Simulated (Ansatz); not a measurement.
The calculation used DFT PBE, scalar-relativistic, plane waves, PAW in Ansatz. Settings: cutoff 420 eV, Γ-centred meshes spaced at most about 0.3 Å⁻¹, and about 0.25 Å⁻¹ or finer for metals (2π included), Gaussian smearing. No spin polarisation in the final relaxations.

These are static total energies at zero pressure.

Two relaxed structures of B:

1.

Space group I4/mmm (No. 139). a = 2.239 Å, b = 2.239 Å, c = 5.343 Å, α = 90.00°, β = 90.00°, γ = 90.00°
| atom | site | symmetry | x | y | z |
| --- | --- | --- | --- | --- | --- |
| B | 4e | 4mm | 0.0000 | 0.0000 | 0.3423 |

2.

Space group Cmcm (No. 63). a = 5.084 Å, b = 14.011 Å, c = 2.783 Å, α = 90.00°, β = 90.00°, γ = 90.00°
```tsv
atom	site	symmetry	x	y	z
B	8g	..m	0.2180	0.0386	0.2500
B	8g	..m	0.7309	0.1550	0.2500
B	8g	..m	0.1708	0.2277	0.7500
```

Question: Which is lower in energy, and by how much?

Answer: Cell 2 is lower, by 114 meV/atom. Cell 1 has space group I4/mmm (No. 139), 6.7 Å³/atom and no gap on its mesh; cell 2 has space group Cmcm (No. 63), 8.3 Å³/atom and no gap. Counting all near atoms (those within 1.25 times the shortest such distance or 1.15 times the sum of covalent radii; a plus sign parts nearer from farther groups; a slash parts the counts of unlike sites), cell 1 has B 1+4 and cell 2 has B 3/4/6. The lower one is the more open, so pressure narrows the difference. In cell 1, B is surrounded by 1 B at 1.68 Å and 4 B at 1.87 Å. In cell 2, B on its first site has 1 B at 1.65 Å and 2 B at 1.76 Å; B on its second site is surrounded by 2 B at 1.65–1.67 Å and 2 B at 1.80 Å; B on its third site has 6 B at 1.67–1.80 Å. Both come from invented guesses. The part of the Crystallography Open Database at hand lists B in space groups No. 58, 134, 166; no cell shown has one of them.

Cells relaxed within their symmetry can be saddle points.
